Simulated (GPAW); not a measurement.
Crystal: PbO2.

```
CELL_PARAMETERS angstrom
4.99496 0.00000 0.00000
0.00000 4.99496 0.00000
0.00000 0.00000 3.40900
ATOMIC_POSITIONS crystal
Pb 0.50000 0.50000 0.50000
Pb 0.00000 0.00000 0.00000
O 0.69257 0.69257 0.00000
O 0.80743 0.19257 0.50000
O 0.19257 0.80743 0.50000
O 0.30743 0.30743 0.00000
```

The cell is a database's computed one.

Program: GPAW 26.7.0. Alike in all runs: cell as given.

Task: Order these runs on this cell by their pressure, lowest first.
A. level BLYP; potentials or basis PAW data sets generated in the run's folder for this functional, pw; spin SOC, no magnetisation; k mesh 4 × 4 × 5; cutoff (eV) 800; smearing fermi-dirac 0.05 eV; band path GXMGZRAZ,XR,MA; band points 60; spin axis theta (degrees) 0; spin axis phi (degrees) 0; mesh quality coarse
B. level RPBE; potentials or basis the program's PAW data sets (release 1.2.1) made for this functional, pw; spin off; k mesh 3 × 3 × 4; cutoff (eV) 680; smearing fermi-dirac 0.01 eV; mixer msr1 nmaxold=20; mesh quality coarse
C. level LDA; potentials or basis the program's PAW data sets (release 1.2.1) made for this functional, pw; spin SOC, no magnetisation; k mesh 4 × 4 × 5; cutoff (eV) 800; smearing fermi-dirac 0.05 eV; band path GXMGZRAZ,XR,MA; band points 80; spin axis theta (degrees) 0; spin axis phi (degrees) 0; mesh quality coarse
D. level PBE; potentials or basis GPAW PAW data sets (gpaw-data 1.2.1), pw; spin off; k mesh 6 × 6 × 8; cutoff (eV) 800; smearing fermi-dirac 0.05 eV; mesh quality not flagged

Result: C (-5.5 GPa), D (4.2 GPa), B (7.0 GPa), A (9.4 GPa).

Caveats: some runs use coarse meshes; spin-orbit coupling was added after a scalar SCF, so levels and gaps hold it while energy, forces, pressure and moments don't (some runs); the cutoff is short for stress and forces, so pressures can be off by a GPa or more (some runs).

Not every run made on this cell is shown here.
